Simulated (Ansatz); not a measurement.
# Tin, dhcp under BLYP: structure, energy and stiffness, part 2 of 2

The plan for tin in the dhcp structure: relax it, solve it on a dense k-mesh, then scale the cell to 7 volumes from 88 to 112 % of the relaxed one and try a fit of the equation of state. Spin polarisation is left out. The k-meshes are 11×11×3 for the relaxation; 14×14×4 for the dense run; 12×12×3 for the volumes.

Ansatz 0.2.0; DFT, BLYP, plane waves (420 eV) with PAW, scalar-relativistic. Earlier steps stand in the parts before.

## Step 8: At 104 % of the relaxed volume

Input file input.yaml:

```yaml
crystal:
  lattice:
    - [3.5543566775, 0.0, 0.0]
    - [-1.7771783387, 3.0781631768, 0.0]
    - [0.0, 0.0, 11.7035118131]
  atoms:
    - { symbol: Sn, position: [0.0, 0.0, 1.0] }
    - { symbol: Sn, position: [0.0, 0.0, 0.5] }
    - { symbol: Sn, position: [0.3333333333, 0.6666666667, 0.25] }
    - { symbol: Sn, position: [0.6666666667, 0.3333333333, 0.75] }
hamiltonian:
  xc: blyp
  pseudopotentials:
    kind: paw
    azcp:
      Sn: "pseudopotentials/Sn.paw.azcp"
basis:
  ecutwfc: 420
  fft_grid_basis: typed
kpoints:
  mp_grid: { grid: [12, 12, 3], shift: [0, 0, 0] }
magnetization:
  spin_polarized: false
scf:
  occupations: { method: fermi_dirac, width: 0.1 }
  lower_state_search: "off"
output:
  stress: true
```

Started as:

```bash
> ansatz run input.yaml --threads 2 --pin off --max-ram 5120MiB --backend cpu --events-out ev --progress --plain --runs-dir out
```

Log, cut to the lines that bear on the results:

```text
Warning: RAYON_NUM_THREADS=2 ignored (pool sized by the plan → 2); use --threads N
[...]
Pseudopotentials: kind: paw
Pseudopotential: Sn, paw, valence charge 14, recommended cutoff 420 eV (normal), <dir>
Functional definition: BLYP
[...]
Crystal: 4 atoms, lattice volume = 128.047 Å³
Basis set: ecut = 420 eV, 2457 PW (Γ), exchange–correlation on 48×48×160 points (8 copies of the dense FFT grid, shifted against one another)
Bands: 32, of which v1, the nominal top of the filled ones, is band 28 counted from 1 (27 counted from 0)
Symmetry: 24 space group operations
Space group: P63/mmc (ITA 194), of the structure as read, at distance tolerance 5.0e-5 Å
k-points: 38 of 432
[...]
SCF iter   1: F=—  HF=-24161.592404 eV  |F-HF|=—  |Δ(HF+E_count)|=         —  Δρ=6.37e-3  dr2=4.41e-2  ethr=1.77e-3  ⟨swp⟩=7.6  Hψ=10824  notcnv=0
[...]
SCF iter   7: F=-24161.584979 eV  HF=-24161.584979 eV  |F-HF|=2.15e-8  |Δ(HF+E_count)|=   1.63e-6  Δρ=3.30e-6  dr2=1.53e-8  ethr=1.79e-10  ⟨swp⟩=3.3  Hψ=5496  notcnv=0
[...]
SCF converged after 7 iterations
Free energy (F): -24161.584979 eV
[...]
E sigma→0 (E₀):  -24161.542449 eV
Entropy (-TS):   -0.085060 eV (-21.265 meV/atom)
Fermi energy:    9.084911 eV
[...]
--- Stress (GPa, compression-positive) ---
       -1.112077       0.000000       0.000000
       -0.000000      -1.112077       0.000000
        0.000000       0.000000      -1.277557
  P = ⅓ Tr σ = -1.1672 GPa (-11.672 kbar)
```

It took 2.7 s on 2 threads of Intel Xeon 6975P-C (Granite Rapids), shared host; peak memory 0.51 GiB.

## Step 9: At 108 % of the relaxed volume

input.yaml, as its differences from that of step 8:

```diff
@@ -2,5 +2,5 @@
   lattice:
-    - [3.5543566775, 0.0, 0.0]
-    - [-1.7771783387, 3.0781631768, 0.0]
-    - [0.0, 0.0, 11.7035118131]
+    - [3.5993533109, 0.0, 0.0]
+    - [-1.7996766555, 3.1171314044, 0.0]
+    - [0.0, 0.0, 11.8516732608]
   atoms:
```

Started as:

```bash
> ansatz run input.yaml --threads 2 --pin off --max-ram 5120MiB --backend cpu --events-out ev --progress --plain --runs-dir out
```

Log, cut to the lines that bear on the results:

```text
Warning: RAYON_NUM_THREADS=2 ignored (pool sized by the plan → 2); use --threads N
[...]
[... 3 set-up lines as earlier in the session ...]
[...]
Crystal: 4 atoms, lattice volume = 132.972 Å³
Basis set: ecut = 420 eV, 2571 PW (Γ), exchange–correlation on 50×50×160 points (8 copies of the dense FFT grid, shifted against one another)
Bands: 32, of which v1, the nominal top of the filled ones, is band 28 counted from 1 (27 counted from 0)
[... 1 set-up line as earlier in the session ...]
Space group: P63/mmc (ITA 194), of the structure as read, at distance tolerance 5.1e-5 Å
k-points: 38 of 432
[...]
SCF iter   1: F=—  HF=-24161.541348 eV  |F-HF|=—  |Δ(HF+E_count)|=         —  Δρ=6.25e-3  dr2=4.62e-2  ethr=1.77e-3  ⟨swp⟩=7.7  Hψ=10843  notcnv=0
[...]
SCF iter   7: F=-24161.533141 eV  HF=-24161.533141 eV  |F-HF|=2.52e-8  |Δ(HF+E_count)|=   2.23e-6  Δρ=3.80e-6  dr2=2.48e-8  ethr=1.79e-10  ⟨swp⟩=3.5  Hψ=5518  notcnv=0
[...]
SCF converged after 7 iterations
Free energy (F): -24161.533141 eV
[...]
E sigma→0 (E₀):  -24161.489585 eV
Entropy (-TS):   -0.087113 eV (-21.778 meV/atom)
Fermi energy:    8.616690 eV
[...]
--- Stress (GPa, compression-positive) ---
       -2.142786       0.000000       0.000000
        0.000000      -2.142786       0.000000
        0.000000       0.000000      -2.220818
  P = ⅓ Tr σ = -2.1688 GPa (-21.688 kbar)
```

Wall time 3 s (2 threads of Intel Xeon 6975P-C (Granite Rapids), shared host); peak memory 0.51 GiB.

## Step 10: At 112 % of the relaxed volume

input.yaml, as its differences from that of step 9:

```diff
@@ -2,5 +2,5 @@
   lattice:
-    - [3.5993533109, 0.0, 0.0]
-    - [-1.7996766555, 3.1171314044, 0.0]
-    - [0.0, 0.0, 11.8516732608]
+    - [3.6432521899, 0.0, 0.0]
+    - [-1.821626095, 3.1551489489, 0.0]
+    - [0.0, 0.0, 11.9962201073]
   atoms:
```

Started as:

```bash
> ansatz run input.yaml --threads 2 --pin off --max-ram 5120MiB --backend cpu --events-out ev --progress --plain --runs-dir out
```

Log, cut to the lines that bear on the results:

```text
Warning: RAYON_NUM_THREADS=2 ignored (pool sized by the plan → 2); use --threads N
[...]
[... 3 set-up lines as earlier in the session ...]
[...]
Crystal: 4 atoms, lattice volume = 137.897 Å³
Basis set: ecut = 420 eV, 2657 PW (Γ), exchange–correlation on 50×50×162 points (8 copies of the dense FFT grid, shifted against one another)
Bands: 32, of which v1, the nominal top of the filled ones, is band 28 counted from 1 (27 counted from 0)
[... 1 set-up line as earlier in the session ...]
Space group: P63/mmc (ITA 194), of the structure as read, at distance tolerance 5.2e-5 Å
k-points: 38 of 432
[...]
SCF iter   1: F=—  HF=-24161.462978 eV  |F-HF|=—  |Δ(HF+E_count)|=         —  Δρ=6.13e-3  dr2=4.80e-2  ethr=1.77e-3  ⟨swp⟩=7.8  Hψ=10805  notcnv=0
[...]
SCF iter   7: F=-24161.453687 eV  HF=-24161.453687 eV  |F-HF|=3.07e-8  |Δ(HF+E_count)|=   2.98e-6  Δρ=4.60e-6  dr2=4.60e-8  ethr=1.79e-10  ⟨swp⟩=3.7  Hψ=5465  notcnv=0
[...]
SCF converged after 7 iterations
Free energy (F): -24161.453687 eV
[...]
E sigma→0 (E₀):  -24161.409198 eV
Entropy (-TS):   -0.088979 eV (-22.245 meV/atom)
Fermi energy:    8.182588 eV
[...]
--- Stress (GPa, compression-positive) ---
       -2.965368      -0.000000       0.000000
       -0.000000      -2.965368       0.000000
        0.000000       0.000000      -2.984519
  P = ⅓ Tr σ = -2.9718 GPa (-29.718 kbar)
```

Wall time 3 s (2 threads of Intel Xeon 6975P-C (Granite Rapids), shared host); peak memory 0.52 GiB.

## Step 11: The equation of state

All volumes keep the relaxed shape and fractional coordinates.

```tsv
V (Å³/atom)	E − E₀ (meV/atom)	P from the stress (GPa)	P from the fit (GPa)
27.087	63.1	6.17	6.15
28.318	26.0	3.65	3.62
29.549	6.1	1.66	1.62
30.780	0.0	0.09	0.04
32.012	4.7	-1.17	-1.21
33.243	17.9	-2.17	-2.20
34.474	38.0	-2.97	-2.98
```

A third-order Birch-Murnaghan fit gives V₀ = 30.816 Å³/atom, B₀ = 35 GPa and B₀′ = 4.8; it misses no point by more than 0.04 meV/atom.

## Step 12: Outcome

The summary covers parts 1 to 2.

```
                      quantity                                    value
space group (spins left aside)                       P6_3/mmc (No. 194)
             conventional cell  a = 3.508 Å, c = 11.552 Å (c/a = 3.293)
                        volume                           30.780 Å³/atom
             shortest distance                                  3.508 Å
               gap on the mesh             none (levels filled in part)
relative to alpha-Sn (diamond)                            +267 meV/atom
                   V₀, B₀, B₀′              30.816 Å³/atom, 35 GPa, 4.8
```

In words: From the guessed start the volume grew by 9.8 % in 5 steps. It lies 267 meV/atom above the element's reference form at the same level (alpha-Sn (diamond), from a run of its own). Levels at the Fermi energy are filled in part, as in a metal. The fitted modulus is 35 GPa; letting shape and positions relax at each volume could only lower it. The symmetry was held, so the structure may be unstable against distortions that break it.
